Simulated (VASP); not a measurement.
Output of a VASP run:

File OUTCAR:
```
 ion  position               nearest neighbor table
   1  0.000  0.000  0.000-   2 2.64   2 2.64   2 2.64   2 2.64
   2  0.250  0.250  0.250-   1 2.64   1 2.64   1 2.64   1 2.64
  LATTYP: Found a face centered cubic cell.
 ALAT       =     6.1000000000
 Subroutine PRICEL returns:
 Original cell was already a primitive cell.
 Subroutine GETGRP returns: Found 24 space group operations
The static configuration has the point symmetry T_d .
The dynamic configuration has the point symmetry T_d .
 Subroutine INISYM returns: Found 24 space group operations
 Subroutine IBZKPT returns following result:
 Found     20 irreducible k-points:

 Following reciprocal coordinates:
            Coordinates               Weight
  0.000000  0.000000  0.000000      1.000000
  0.142857  0.000000  0.000000      8.000000
  0.285714  0.000000  0.000000      8.000000
  0.428571  0.000000  0.000000      8.000000
  0.142857  0.142857  0.000000      6.000000
  0.285714  0.142857  0.000000     24.000000
  0.428571  0.142857  0.000000     24.000000
 -0.428571  0.142857  0.000000     24.000000
 -0.285714  0.142857  0.000000     24.000000
 -0.142857  0.142857  0.000000     12.000000
  0.285714  0.285714  0.000000      6.000000
  0.428571  0.285714  0.000000     24.000000
 -0.428571  0.285714  0.000000     24.000000
 -0.285714  0.285714  0.000000     12.000000
  0.428571  0.428571  0.000000      6.000000
 -0.428571  0.428571  0.000000     12.000000
  0.428571  0.285714  0.142857     24.000000
 -0.428571  0.285714  0.142857     48.000000
 -0.428571  0.428571  0.142857     24.000000
 -0.285714  0.428571  0.142857     24.000000
   k-points           NKPTS =     20   k-points in BZ     NKDIM =     20   number of bands    NBANDS=     13
   number of dos      NEDOS =    301   number of ions     NIONS =      2
   total plane-waves  NPLWV =  21952
   dimension x,y,z NGX =    28 NGY =   28 NGZ =   28
   dimension x,y,z NGXF=    56 NGYF=   56 NGZF=   56
   ions per type =               1   1
   PREC   = accura    normal or accurate (medium, high low for compatibility)
   ISTART =      0    job   : 0-new  1-cont  2-samecut
   ICHARG =      2    charge: 1-file 2-atom 10-const
   ISPIN  =      1    spin polarized calculation?
   LNONCOLLINEAR =      F non collinear calculations
   LSORBIT =      F    spin-orbit coupling
   INIWAV =      1    electr: 0-lowe 1-rand  2-diag
   ENCUT  =  400.0 eV  29.40 Ry    5.42 a.u.   7.03  7.03  7.03*2*pi/ulx,y,z
   NELM   =    100;   NELMIN=  2; NELMDL= -5     # of ELM steps
   EDIFF  = 0.1E-05   stopping-criterion for ELM
   LREAL  =      F    real-space projection
   NLSPLINE    = F    spline interpolate recip. space projectors
   LMAXMIX     =    4 max onsite mixed and CHGCAR
   VOSKOWN=      0    Vosko Wilk Nusair interpolation
   EDIFFG = 0.1E-04   stopping-criterion for IOM
   NSW    =      0    number of steps for IOM
   NBLOCK =      1;   KBLOCK =      1    inner block; outer block
   IBRION =     -1    ionic relax: 0-MD 1-quasi-New 2-CG
   NFREE  =      0    steps in history (QN), initial steepest desc. (CG)
   ISIF   =      2    stress and relaxation
   ISYM   =      2    0-nonsym 1-usesym 2-fastsym
   TEIN   =    0.0    initial temperature
   TEBEG  =    0.0;   TEEND  =   0.0 temperature during run
   SMASS  =  -3.00    Nose mass-parameter (am)
   PSTRESS=    0.0 pullay stress
   NELECT =      18.0000    total number of electrons
   EFERMI =   0.00;   METHOD = LEGACY
   ISMEAR =     0;   SIGMA  =   0.05  broadening in eV -4-tet -1-fermi 0-gaus
   IALGO  =     38    algorithm
   LDIAG  =      T    sub-space diagonalisation (order eigenvalues)
   IMIX   =      4    mixing-type and parameters
     AMIX     =   0.40;   BMIX     =  1.00
     AMIX_MAG =   1.60;   BMIX_MAG =  1.00
     AMIN     =   0.10
 LDA+U is selected, type is set to LDAUTYPE =  2
   angular momentum for each species LDAUL =     2   -1
   U (eV)           for each species LDAUU =   6.0  0.0
   J (eV)           for each species LDAUJ =   0.0  0.0
...
```

**OSZICAR**
```
       N       E                     dE             d eps       ncg     rms          rms(c)
DAV:   1     0.725304136338E+02    0.72530E+02   -0.76203E+03   520   0.125E+03
DAV:   2    -0.185626670183E+00   -0.72716E+02   -0.69918E+02   545   0.239E+02
DAV:   3    -0.470500088734E+01   -0.45194E+01   -0.45106E+01   665   0.670E+01
DAV:   4    -0.476008385274E+01   -0.55083E-01   -0.55077E-01   646   0.721E+00
DAV:   5    -0.476085629500E+01   -0.77244E-03   -0.77244E-03   656   0.582E-01    0.516E+00
DAV:   6    -0.465914677575E+01    0.10171E+00   -0.27888E-01   724   0.119E+01    0.366E+00
DAV:   7    -0.465103884782E+01    0.81079E-02   -0.80995E-02   600   0.263E+00    0.113E+00
DAV:   8    -0.465266413653E+01   -0.16253E-02   -0.56466E-03   540   0.611E-01    0.312E-01
DAV:   9    -0.465280183339E+01   -0.13770E-03   -0.11456E-03   570   0.277E-01    0.834E-02
DAV:  10    -0.465285857595E+01   -0.56743E-04   -0.85195E-05   615   0.106E-01    0.309E-02
DAV:  11    -0.465289181710E+01   -0.33241E-04   -0.50122E-05   560   0.859E-02    0.139E-02
DAV:  12    -0.465289212010E+01   -0.30300E-06   -0.32881E-06   596   0.364E-02
   1 F= -.46528921E+01 E0= -.46528921E+01  d E =-.169218E-11
```

### OUTCAR
```
------------------------ aborting loop because EDIFF is reached ----------------------------------------
  FORCE on cell =-STRESS in cart. coord.  units (eV):
  Direction    XX          YY          ZZ          XY          YZ          ZX
  --------------------------------------------------------------------------------------
  Total        0.3563159      0.3563159      0.3563159      0.0000000      0.0000000      0.0000000
  in kB       10.0604239     10.0604239     10.0604239      0.0000000      0.0000000      0.0000000
  external PRESSURE =      10.0604239 kB  Pullay stress =       0.0000000 kB
  volume of cell :       56.75
      direct lattice vectors                 reciprocal lattice vectors
     0.000000000  3.050000000  3.050000000    -0.163934426  0.163934426  0.163934426
     3.050000000  0.000000000  3.050000000     0.163934426 -0.163934426  0.163934426
     3.050000000  3.050000000  0.000000000     0.163934426  0.163934426 -0.163934426
 POSITION                                       TOTAL-FORCE (eV/Angst)
 -----------------------------------------------------------------------------------
      0.00000      0.00000      0.00000         0.000000      0.000000      0.000000
      1.52500      1.52500      1.52500        -0.000000     -0.000000     -0.000000
 -----------------------------------------------------------------------------------
    total drift:                               -0.000004     -0.000004     -0.000004
  FREE ENERGIE OF THE ION-ELECTRON SYSTEM (eV)
  ---------------------------------------------------
  free  energy   TOTEN  =        -4.6528921201 eV

  energy  without entropy=       -4.6528921201  energy(sigma->0) =       -4.65289212

 total charge

# of ion       s       p       d       tot
------------------------------------------
    1        0.543   0.418   9.856  10.816
    2        1.343   2.090   0.025   3.458
--------------------------------------------------
tot          1.886   2.508   9.881  14.274
```
(Selected blocks of OUTCAR.)

**POSCAR**
```
ZnTe
1
    0.0000000000     3.0500000000     3.0500000000
    3.0500000000     0.0000000000     3.0500000000
    3.0500000000     3.0500000000     0.0000000000
Zn Te
1 1
Direct
  0.0000000000   0.0000000000   0.0000000000
  0.2500000000   0.2500000000   0.2500000000
```

**Question.** Reconstruct the remaining input files.

**Answer.** Several could match; the one computed here: the input of the run itself, PBE GGA + U (Dudarev), plane waves, VASP's PBE PAW potentials (set 64).

INCAR:
```
ALGO  =  Normal
EDIFF  =  1E-6
ENCUT  =  400
GGA  =  PE
ISIF  =  2
ISMEAR  =  0
LASPH  =  T
LCHARG  =  F
LDAU  =  T
LDAUJ  =  0 0
LDAUL  =  2 -1
LDAUPRINT  =  1
LDAUTYPE  =  2
LDAUU  =  6.0 0
LMAXMIX  =  4
LORBIT  =  10
LREAL  =  F
LWAVE  =  F
NELM  =  100
PREC  =  Accurate
SIGMA  =  0.05
SYSTEM  =  ZnTe
```

### KPOINTS
```
Automatic mesh
0
Gamma
7 7 7
0 0 0
```

POTCAR, in this order: Zn Te (PBE.64 set). Program: vasp_std.

The compound is ZnTe in the zinc blende structure. The cell was not relaxed at this level. The run is one of a series of settings (LDAU = .TRUE., LDAUJ = 0 0, LDAUL = 2 -1, LDAUTYPE = 2, LDAUU = 6.0 0 against the base run), some of them coarse on purpose.
